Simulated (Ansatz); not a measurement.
# Lattice dynamics of RbBr (Fm-3m), part 3 of 3

Aim: the vibrations of RbBr (Fm-3m), their spectra, and whether the structure is stable.

Ansatz 0.2.0; DFT LDA, scalar-relativistic, plane waves, norm-conserving pseudopotentials.

So far. Step 3 (Tight relaxation): The forces vanish by symmetry and the pressure is -0.001 GPa, within the tolerances set. The cell now holds 37.05 Å³/atom. Step 4 (Zone-centre response): Before it was imposed, the acoustic sum rule was missed by 2.2e-4 eV/Å² and the charge sum rule by 4.0e-5 e. Small misses are needed for a sound result but don't prove that mesh and cutoff are converged. The lowest optical mode is real, 99.4 cm⁻¹. The relaxed cell has a = 6.668 Å (conventional setting).

The database entry behind the starting cell differs from later determinations by our own check (about 0.5 % short), so it need not match the best structure at ambient conditions.

**5. Response at finite wavevector (continued)**

Tetrahedra on a 16×16×16 mesh, mean over bins of 2 cm-1. Interpolated from a 4×4×4 q mesh. The phonon density of states by wavenumber; read off at these points:

wavenumber (cm⁻¹), phonon density of states (1/cm⁻¹/cell) and a bar:
```
      1.0      0.000 
      5.0      0.000 
     11.0      0.002 
     15.0      0.005 #
     19.0      0.008 #
     23.0      0.014 ##
     29.0      0.028 ###
     33.0      0.041 #####
     37.0      0.044 #####
     41.0      0.048 #####
     47.0      0.055 ######
     51.0      0.057 ######
     53.0      0.064 #######
     55.0      0.058 ######
     61.0      0.057 ######
     65.0      0.056 ######
     69.0      0.056 ######
     73.0      0.039 ####
     77.0      0.083 #########
     79.0      0.076 ########
     83.0      0.046 #####
     87.0      0.081 #########
     93.0      0.093 ##########
     97.0      0.112 ############
    101.0      0.195 ######################
    103.0      0.270 ##############################
    105.0      0.059 #######
    111.0      0.018 ##
    115.0      0.014 ##
    119.0      0.011 #
    123.0      0.009 #
    129.0      0.005 #
    133.0      0.000
```

Phonopy on the run's constants, 15x15x15 mesh, Gaussian sigma 2.0 cm-1. Interpolated from a 4×4×4 q mesh. Partial phonon density of states against wavenumber; read off at these points; values in 1/cm⁻¹/cell:

```csv
wavenumber (cm⁻¹),Br,Rb
-5.0,1.0e-6,1.0e-6
0.0,8.8e-5,9.0e-5
5.0,2.0e-4,2.1e-4
10.0,9.0e-4,9.6e-4
15.0,0.00266,0.00282
20.0,0.00467,0.00491
25.0,0.00894,0.00933
30.0,0.0160,0.0164
35.0,0.0210,0.0215
40.0,0.0237,0.0242
45.0,0.0259,0.0266
50.0,0.0275,0.0285
55.0,0.0304,0.0324
60.0,0.0251,0.0294
65.0,0.0245,0.0312
70.0,0.0215,0.0308
75.0,0.0316,0.0227
80.0,0.0341,0.0247
85.0,0.0419,0.0269
90.0,0.0446,0.0343
95.0,0.0531,0.0486
100.0,0.0842,0.0932
101.7,0.0931,0.108
105.0,0.0480,0.0582
110.0,0.00938,0.0115
115.0,0.00642,0.00726
120.0,0.00519,0.00548
125.0,0.00382,0.00381
130.0,0.00201,0.00193
135.0,1.3e-4,1.2e-4
140.0,0,0
```

Second derivatives of the energy by pair, one row for each kind of neighbour of each atom listed. Each entry sums the pair over the periodic images of the supercell that the q mesh stands for, and in a polar crystal it holds the long-range dipole part too. Force constants by pair, by row:

```csv
atom,neighbour,distance (Å),third of the trace (eV/Å²),along the pair's line (eV/Å²)
Rb1,itself,0,2.038,–
Rb1,Br,3.334,-0.3032,-0.7138
Rb1,Rb,4.715,-0.0128,-0.1841
Rb1,Br,5.774,4.00e-4,0.0639
Rb1,Rb,6.668,-0.0222,-0.0815
Rb1,Br,7.455,0.0065,0.0412
Br2,itself,0,1.904,–
Br2,Rb,3.334,-0.3032,-0.7138
Br2,Br,4.715,-0.001,-0.1062
Br2,Rb,5.774,4.00e-4,0.0639
Br2,Br,6.668,-0.0247,-0.0924
Br2,Rb,7.455,0.0065,0.0412
```

Harmonic thermodynamic functions per atom, from the density of states. Interpolated from a 4×4×4 q mesh. Thermodynamic functions, by row:

```csv
T (K),F_vib (meV/atom),S (J/mol-atom/K),C_V (J/mol-atom/K)
0,14.22,0,0
50,11.98,11.89,16.76
100,1.98,25.75,22.37
200,-34,42.04,24.26
300,-83.05,51.96,24.63
400,-140.8,59.07,24.77
500,-204.9,64.6,24.83
600,-274.3,69.13,24.86
700,-348,72.97,24.88
800,-425.4,76.29,24.9
900,-506,79.22,24.91
1000,-589.5,81.85,24.91
```

Harmonic mean-square displacement, third of the trace. Interpolated from a 4×4×4 q mesh. Mean square displacements, by row:

```csv
T (K),Rb1 U_eq (Å²),Br2 U_eq (Å²)
0,0.00309,0.00328
100,0.00949,0.00991
300,0.02723,0.02841
600,0.05423,0.05656
```

Symmetry leaves 8 wavevectors to solve. The lowest mode among them, the acoustic zeros apart, lies at q = (0, 0.25, 0.25) and is real, 22.0 cm⁻¹.

**6. Isotope substitution**

An isotope changes the mass and not the force constants, so no new electronic calculation is needed; the shifts show which modes move this element.

The same force constants with the mass of Br changed from 79.904 to 80.916 u (phonopy, no LO-TO term). Both lists are sorted by frequency; levels can cross, so a row need not hold one and the same mode. Modes under 3 cm⁻¹ are left out. Isotope shifts, by row:

```csv
q,rank,natural mass (cm⁻¹),changed mass (cm⁻¹)
0 0 0,4,99.43,99.11
0 0 0,5,99.43,99.11
0 0 0,6,99.43,99.11
0 0 0.25,1,41.87,41.75
0 0 0.25,2,41.87,41.75
0 0 0.25,3,53.04,52.87
0 0 0.25,4,93.53,93.22
0 0 0.25,5,93.53,93.22
0 0 0.25,6,123.9,123.5
0 0 -0.5,1,71.96,71.96
0 0 -0.5,2,71.96,71.96
0 0 -0.5,3,76.91,76.43
0 0 -0.5,4,76.91,76.43
0 0 -0.5,5,93.08,92.5
0 0 -0.5,6,100.7,100.7
0 0.25 0.25,1,22.03,21.97
0 0.25 0.25,2,22.03,21.97
0 0.25 0.25,3,76.99,76.75
0 0.25 0.25,4,100.8,100.5
0 0.25 0.25,5,100.8,100.5
0 0.25 0.25,6,102.6,102.3
```

A mode of this element alone would shift by -0.63 %. The highest zone-centre frequency without the field goes from 99.4 to 99.1 cm⁻¹ (-0.3 %). The product of the frequency ratios over all optical modes at Γ is 0.990; the product rule, (m/m′)^(3k/2) (M′/M)^(3/2) with k = 1 such atoms and M the mass of the cell, gives 0.990.

**7. What came out**

* space group after relaxation (within 0.01 Å): Fm-3m
* volume per atom: 37.1 Å³
* gap on the k-mesh: 4.16 eV
* highest optical mode at the zone centre (no LO-TO term): 99.4 cm⁻¹
* top of the zone-centre spectrum with the field: 133 cm⁻¹
* lowest optical zone-centre mode: 99.4 cm⁻¹
* mean high-frequency dielectric constant: 2.73
* mean static dielectric constant: 4.85
* largest Born charge (third of the trace): 1.14 e
* lowest mode on the q mesh (acoustic modes at Γ apart): 22.0 cm⁻¹
* highest frequency on the path or at a solved wavevector: 132 cm⁻¹
* zero-point energy per atom: 14.2 meV
* heat capacity at 300 K: 24.6 J/(mol atoms K)
* vibrational entropy at 300 K: 52.0 J/(mol atoms K)
* Debye temperature (second moment): 150 K
* imaginary modes on the 4×4×4 q mesh: none

What this shows: The structure is a minimum as far as tested: no mode is imaginary at the 8 irreducible wavevectors of the 4×4×4 mesh, and the softest away from the acoustic zeros lies at 22 cm⁻¹. Without the field, the optical modes at Γ form one degenerate level at 99 cm⁻¹. With the macroscopic field of the longitudinal modes the top of the zone-centre spectrum lies at 133 cm⁻¹, against 99 cm⁻¹ without it. Lattice motion raises the mean dielectric constant from 2.731 to 4.851. The strongest infrared line is at 99 cm⁻¹. No mode is Raman active to first order. These are harmonic frequencies at zero temperature: anharmonic shifts, linewidths and thermal expansion are left out.

[Logs are printed without paths, hosts, clocks, repeated set-up lines and the standing remarks that a program may print on its own settings, such as how far it seeks lower states.]

[Hosts, paths, dates, database ids (printed as entryN), source tags and the programs' standing remarks are cut or masked in the printed files.]
